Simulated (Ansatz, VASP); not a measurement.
## AlN in VASP and in Ansatz

INCAR

```
  PREC = Accurate
  ENCUT = 520
  EDIFF = 1E-6
  ISMEAR = 0
  SIGMA = 0.05
  LREAL = F
  LASPH = T
  NELM = 80
  ALGO = Normal
  ISIF = 2
  LWAVE = F
  LCHARG = F
  LDIPOL = T
  IDIPOL = 3
  DIPOL = 0.5 0.5 0.342
  GGA = PE
  NBANDS = 26
```

File KPOINTS:

```
regular mesh
0
Gamma
  9 9 1
```

Contents of POSCAR:

```
AlN
1.0
    3.1297683445      0.0000000000      0.0000000000
   -1.5648841723      2.7104588943      0.0000000000
    0.0000000000      0.0000000000     23.5621833348
N Al
4 4
Direct
    0.3333333333      0.6666666667      0.1697635547
    0.6666666667      0.3333333333      0.2762329589
    0.3333333333      0.6666666667      0.3851023411
    0.6666666667      0.3333333333      0.4903991442
    0.6666666667      0.3333333333      0.1949876493
    0.3333333333      0.6666666667      0.3014570535
    0.6666666667      0.3333333333      0.4057018205
    0.3333333333      0.6666666667      0.5119297802
```

Input for Ansatz:

```yaml
crystal:
  lattice:
    - [3.1297683448, 0.0, 0.0]
    - [-1.5648841724, 2.7104588945, 0.0]
    - [0.0, 0.0, 23.5630947888]
  atoms:
    - { symbol: "N", position: [0.3333333333, 0.6666666667, 0.169756988] }
    - { symbol: Al, position: [0.6666666667, 0.3333333333, 0.1949801069] }
    - { symbol: "N", position: [0.6666666667, 0.3333333333, 0.2762222738] }
    - { symbol: Al, position: [0.3333333333, 0.6666666667, 0.3014453927] }
    - { symbol: "N", position: [0.3333333333, 0.6666666667, 0.3850903298] }
    - { symbol: Al, position: [0.6666666667, 0.3333333333, 0.4057023876] }
    - { symbol: "N", position: [0.6666666667, 0.3333333333, 0.4903901926] }
    - { symbol: Al, position: [0.3333333333, 0.6666666667, 0.5119486594] }
basis:
  ecutwfc: 420
kpoints:
  mp_grid: { grid: [9, 9, 1] }
hamiltonian:
  xc: pbe
  pseudopotentials: { kind: paw, azcp: { folder: soft_1 } }
scf:
  occupations: { method: gaussian, width: 0.05 }
output:
  forces: true
  eigenvalues: true
efield:
  axis: 3
  dipole_correction: true
  ramp_width: 0.04
```

Alike in both runs: task single point; functional PBE; k mesh 9 × 9 × 1; occupations gaussian, width 0.05 eV; no spin polarisation.

|  | VASP | Ansatz |
| --- | --- | --- |
| version | VASP 6.6.1 | Ansatz 0.2.0 |
| potentials or method | VASP PAW PBE potentials, release 64 (N, Al) | scalar-relativistic, plane waves, PAW |
| plane-wave cutoff (eV) | 520 | 420 |
| valence electrons in the cell | 32 | 32 |

VASP gave:

| Property | Result |
| --- | --- |
| gap on the k mesh at the Fermi level (eV) | none |
| rms of the force components (eV/Å) | 0.841 |

Problem. Which values does Ansatz return?

Solution. gap on the k mesh at the Fermi level (eV): none; rms of the force components (eV/Å): 0.842.

A gap of «none» marks a metal or a gap that the smearing closes. Ansatz warned: «vacuum_below_fermi».
